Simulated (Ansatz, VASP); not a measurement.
# HfN: VASP beside Ansatz

The input INCAR:

```
PREC = Accurate
ENCUT = 520
EDIFF = 1E-6
ISMEAR = 0
SIGMA = 0.1
LREAL = F
LASPH = T
NELM = 80
ALGO = Normal
ISIF = 2
LWAVE = F
LCHARG = F
GGA = PS
NBANDS = 23
```

KPOINTS

```
Automatic mesh
0
Gamma
  6 6 4
```

File POSCAR:

```
HfN
1.0
    3.1339080219      0.0000000000      0.0000000000
   -1.5669540110      2.7140439601      0.0000000000
    0.0000000000      0.0000000000      5.4167677200
Hf N
2 2
Direct
    0.6666666700      0.3333333300      0.7500000000
    0.3333333300      0.6666666700      0.2500000000
    0.0000000000      0.0000000000      0.0000000000
    0.0000000000      0.0000000000      0.5000000000
```

Input for Ansatz:

```yaml
crystal:
  lattice:
    - [3.1339080219, 0.0, 0.0]
    - [-1.566954011, 2.7140439601, 0.0]
    - [0.0, 0.0, 5.41676772]
  atoms:
    - { symbol: Hf, position: [0.66666667, 0.33333333, 0.75] }
    - { symbol: Hf, position: [0.33333333, 0.66666667, 0.25] }
    - { symbol: "N", position: [0.0, 0.0, 0.0] }
    - { symbol: "N", position: [0.0, 0.0, 0.5] }
basis:
  ecutwfc: 420
kpoints:
  mp_grid: { grid: [6, 6, 4] }
hamiltonian:
  xc: pbesol
scf:
  occupations: { method: gaussian, width: 0.1 }
output:
  forces: true
  stress: true
  eigenvalues: true
```

The cell comes from a database or a generator and needn't be the stable form of this composition.

Alike in both runs: task single point; functional PBEsol; k mesh 6 × 6 × 4; occupations gaussian, width 0.1 eV; no spin polarisation.

|  | VASP | Ansatz |
| --- | --- | --- |
| version | VASP 6.6.1 | Ansatz 0.2.0 |
| potentials or method | VASP PAW PBE potentials, release 64 (Hf_pv, N) | scalar-relativistic, plane waves, PAW |
| plane-wave cutoff (eV) | 520 | 420 |
| valence electrons in the cell | 30 | 62 |

Ansatz gave:

* gap on the k mesh at the Fermi level (eV): none
* pressure (GPa): -2.3
* largest component of the traceless stress (GPa): 0.44

Task: What did VASP give for the same quantities?

Result: gap on the k mesh at the Fermi level (eV): none; pressure (GPa): -4.3; largest component of the traceless stress (GPa): 0.53.

A gap of «none» marks a metal or a gap that the smearing closes. The two sets of potentials don't hold the same shells in valence.

Caveats: the k mesh is coarse (spacing up to 0.39 Å⁻¹), so the values aren't converged; the PAW data sets were made with another functional, which shifts forces and pressure a little (VASP). Spin-orbit coupling is left out, which matters for the levels of Hf.
